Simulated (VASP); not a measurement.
## MoS2 under changes of volume

One of the cells (18.105 Å³/atom); the others are scaled copies at fixed shape and fractional positions:

```xyz
3
Lattice="1.5960 0.9215 6.1555 -1.5960 0.9215 6.1555 0.0000 -1.8429 6.1555" Properties=species:S:1:pos:R:3 pbc="T T T"
Mo    0.0000    0.0000    0.0000
S     0.0000    0.0000    4.6166
S     0.0000    0.0000   13.8499
```

Measurements of this composition are mostly on another form, of space group No. 194.

- Program: VASP 6.6.1
- Functional: PBE
- Potentials or basis: VASP PAW PBE potentials, release 64 (Mo_sv, S)
- Cutoff: 520 eV
- k mesh: 10 × 10 × 10
- Occupations: fermi-dirac, width 0.05 eV
- Spin: no spin polarisation

```tsv
volume (Å³/atom)	energy over the lowest point (meV/atom)	pressure (GPa)	largest force (eV/Å)
16.685	111.14	19.4	2.204
17.040	?	?	?
17.395	43.50	11.3	1.367
18.105	8.48	4.7	0.648
18.460	1.25	1.8	0.325
18.815	0.00	-0.7	0.026
```

Question: What does the run at 17.040 Å³/atom give?

Answer: Energy over the lowest point 72.82 meV/atom; pressure 15.1 GPa; largest force 1.770 eV/Å.

Worked out: A Birch-Murnaghan fit of order 3 (a polynomial in V^(-2/3)) to the other rows has its minimum at 18.71 Å³/atom with B0 = V·E''(V) = 132 GPa and B' = 4.4 at fixed shape and positions, which overstates the stiffness. It gives 72.81 meV/atom at 17.040 Å³/atom, against the run's 72.82, and -dE/dV = 15.2 GPa, against 15.1.

Energies are extrapolated to zero smearing.

Caveats: the cell's inner coordinates are idealised or old, which leaves forces on the atoms.
